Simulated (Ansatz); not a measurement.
**CuO: how settings move the results**

The task, for CuO: see how the occupation rule and width moves the results.

Program: Ansatz 0.2.0. Level of theory: DFT PBEsol, scalar-relativistic, plane waves, PAW. These are calculated values, not measurements.

1 further run of the same task is left out (set aside as unsound or not needed). Runs told in other sessions of the task aren't counted.

## (1) Starting point

Symmetry: C2/c, No. 15, monoclinic system. Conventional cell: a = 4.100 Å, b = 4.045 Å, c = 5.176 Å, α = 90.00°, β = 90.27°, γ = 90.00°. Cu (site symmetry -1) is surrounded by 4 O at 1.94 Å. Around O (site symmetry 2) lie 4 Cu at 1.94 Å.

The space group C2/c holds at a tolerance of 0.01 Å; at 0.001 Å the coordinates give P-1. Cell or atoms stand a little off a more symmetric structure (P4_2/mmc at a tolerance of 0.3 Å), so results at this geometry aren't those of that ideal crystal.

As a file:

```cif
data_structure
_symmetry_space_group_name_H-M 'C2/c'
_symmetry_Int_Tables_number 15
_cell_length_a 4.0998
_cell_length_b 4.0445
_cell_length_c 5.1764
_cell_angle_alpha 90.000
_cell_angle_beta 90.272
_cell_angle_gamma 90.000
_cell_volume 85.83
loop_
_atom_site_label
_atom_site_type_symbol
_atom_site_symmetry_multiplicity
_atom_site_Wyckoff_symbol
_atom_site_fract_x
_atom_site_fract_y
_atom_site_fract_z
_atom_site_occupancy
Cu1 Cu 4 c 0.25000 0.75000 0.50000 1
O1 O 4 e 0.50000 0.50162 0.25000 1
```

The structure comes from the Materials Project (structure only); it is used as listed.

## (2) The base input

Input file input.yaml:

```yaml
crystal:
  lattice:
    - [2.8795009639, 0.0, 0.0]
    - [0.039072758, 2.8792794796, 0.0]
    - [0.0174953863, 0.0172449008, 5.1763391994]
  atoms:
    - { symbol: Cu, position: [0.5, 0.0, 0.5] }
    - { symbol: Cu, position: [0.0, 0.5, 0.0] }
    - { symbol: O, position: [0.00157603, 0.99832822, 0.2501129] }
    - { symbol: O, position: [0.99842397, 0.00167178, 0.7498871] }
basis:
  ecutwfc: 420
kpoints:
  mp_grid: { grid: [14, 14, 8] }
hamiltonian:
  xc: pbesol
scf:
  occupations: { method: gaussian, width: 0.1 }
output:
  forces: true
  stress: true
  eigenvalues: true
  populations: true
```

Its results, from an earlier run: -3574.1361 eV/atom at zero smearing, pressure -2.05 GPa, largest force 0.013 eV/Å, no gap on the mesh, in 8 SCF cycles and 61 s.

## (3) Occupation rule and width set to Gaussian 0.2 eV

Input file input.yaml:

```yaml
crystal:
  lattice:
    - [2.8795009639, 0.0, 0.0]
    - [0.039072758, 2.8792794796, 0.0]
    - [0.0174953863, 0.0172449008, 5.1763391994]
  atoms:
    - { symbol: Cu, position: [0.5, 0.0, 0.5] }
    - { symbol: Cu, position: [0.0, 0.5, 0.0] }
    - { symbol: O, position: [0.00157603, 0.99832822, 0.2501129] }
    - { symbol: O, position: [0.99842397, 0.00167178, 0.7498871] }
basis:
  ecutwfc: 420
kpoints:
  mp_grid: { grid: [14, 14, 8] }
hamiltonian:
  xc: pbesol
scf:
  occupations: { method: gaussian, width: 0.2 }
output:
  forces: true
  stress: true
  eigenvalues: true
```

The run is started by

```
> ansatz run input.yaml --threads 1 --pin off --max-ram 2560MiB --backend cpu --events-out ev --progress --plain --runs-dir out
```

## (4) Occupation rule and width set to Gaussian 0.3 eV

input.yaml, as its differences from that of step 3:

```diff
@@ -17,3 +17,3 @@
 scf:
-  occupations: { method: gaussian, width: 0.2 }
+  occupations: { method: gaussian, width: 0.3 }
 output:
```

## (5) Occupation rule and width set to Gaussian 0.5 eV

input.yaml, as its differences from that of step 4:

```diff
@@ -17,3 +17,3 @@
 scf:
-  occupations: { method: gaussian, width: 0.3 }
+  occupations: { method: gaussian, width: 0.5 }
 output:
```

## (6) Occupation rule and width set to Fermi–Dirac 0.01 eV

input.yaml, as its differences from that of step 5:

```diff
@@ -17,3 +17,3 @@
 scf:
-  occupations: { method: gaussian, width: 0.5 }
+  occupations: { method: fermi_dirac, width: 0.01 }
 output:
```

## (7) Occupation rule and width: Fermi–Dirac 0.05 eV

input.yaml, as its differences from that of step 6:

```diff
@@ -17,3 +17,3 @@
 scf:
-  occupations: { method: fermi_dirac, width: 0.01 }
+  occupations: { method: fermi_dirac, width: 0.05 }
 output:
```

## (8) Occupation rule and width set to Fermi–Dirac 0.1 eV

input.yaml, as its differences from that of step 7:

```diff
@@ -17,3 +17,3 @@
 scf:
-  occupations: { method: fermi_dirac, width: 0.05 }
+  occupations: { method: fermi_dirac, width: 0.1 }
 output:
@@ -22 +22,5 @@
   eigenvalues: true
+  write_density: true
+  write_potential: true
+  elf: true
+  volumetric_format: npy
```

## (9) Occupation rule and width set to Fermi–Dirac 0.5 eV

input.yaml, as its differences from that of step 8:

```diff
@@ -17,3 +17,3 @@
 scf:
-  occupations: { method: fermi_dirac, width: 0.1 }
+  occupations: { method: fermi_dirac, width: 0.5 }
 output:
@@ -22,5 +22 @@
   eigenvalues: true
-  write_density: true
-  write_potential: true
-  elf: true
-  volumetric_format: npy
```

## (10) Occupation rule and width: Methfessel–Paxton 0.01 eV

input.yaml, as its differences from that of step 9:

```diff
@@ -17,3 +17,3 @@
 scf:
-  occupations: { method: fermi_dirac, width: 0.5 }
+  occupations: { method: methfessel_paxton, width: 0.01 }
 output:
```

## (11) Occupation rule and width set to Methfessel–Paxton 0.02 eV

input.yaml, as its differences from that of step 10:

```diff
@@ -17,3 +17,3 @@
 scf:
-  occupations: { method: methfessel_paxton, width: 0.01 }
+  occupations: { method: methfessel_paxton, width: 0.02 }
 output:
```

## (12) Occupation rule and width: Methfessel–Paxton 0.1 eV

input.yaml, as its differences from that of step 11:

```diff
@@ -17,3 +17,3 @@
 scf:
-  occupations: { method: methfessel_paxton, width: 0.02 }
+  occupations: { method: methfessel_paxton, width: 0.1 }
 output:
```

## (13) Occupation rule and width set to cold 0.3 eV

input.yaml, as its differences from that of step 12:

```diff
@@ -17,3 +17,3 @@
 scf:
-  occupations: { method: methfessel_paxton, width: 0.1 }
+  occupations: { method: cold, width: 0.3 }
 output:
```

## (14) Occupation rule and width set to tetrahedron

input.yaml, as its differences from that of step 13:

```diff
@@ -17,3 +17,3 @@
 scf:
-  occupations: { method: cold, width: 0.3 }
+  occupations: { method: tetrahedron }
 output:
```

(Steps that only read results are left out.)

**Question.** What does this series show? Wanted: largest energy shift, occupation rule and width.

**Answer**, as computed:

```
                                       quantity                              value
largest energy shift, occupation rule and width  -12.5 meV/atom at Fermi–Dirac 0.5
```

The free energy moves by up to 206 meV/atom (Fermi–Dirac 0.5), the energy extrapolated to zero width by up to 12.5. For the widths that shift F most, the extrapolation takes out most of the shift. In a metal, forces and stress under tetrahedra need not match the slope of their energy. Spin polarisation is off in the runs that give these values; a magnetic solution could lie lower.
